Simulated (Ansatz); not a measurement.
**TaN: pressure against volume**

TaN, P-6m2, a = 2.950 Å, c = 2.898 Å. This isn't the usual stable structure of the compound. Ansatz: PBE, PAW, 420 eV, Γ-centred 18×18×14 mesh on 2 atoms, Gaussian smearing 0.10 eV; no spin polarisation. Shape and atoms are relaxed at each volume; pressure is positive in compression.

```
V (Å³/atom) P (GPa)
      9.610        ?
      9.938    38.92
     10.266    23.81
     10.593    10.95
     10.921     0.00
     11.249    -9.33
     11.576   -17.26
     12.013   -26.02
```

Task: Take V0 = 10.921 Å³/atom, fit the third-order Birch–Murnaghan form to the other rows, and predict the missing pressure.

Result: With the Eulerian strain f = ½[(V0/V)^(2/3) − 1] and y = P/[3f(1 + 2f)^(5/2)], the form is the line y = B0 + 1.5 B0 (B0′ − 4) f. Rows (f, y): 0.03245, 341.6; 0.02105, 340.1; 0.01027, 337.8; -0.00977, 334.4; -0.01904, 333.0; -0.03078, 330.3. Means f = 0.0006967, y = 336.20; Σ(Δf)² = 0.003004, ΣΔfΔy = 0.5339; the slope is their ratio. y = 336.1 + 177.7 f GPa, so B0 = 336.1 GPa and B0′ = 4 + 2 × (177.7)/(3 × 336.1) = 4.35. At V = 9.610, f = 0.04450, y = 344.01 and P = 56.84 GPa. The run gave 56.67 GPa, so the fit is 0.17 GPa too high, a small miss on the scale of the series.

Spin–orbit coupling is left out, which can shift energies with elements as heavy as these.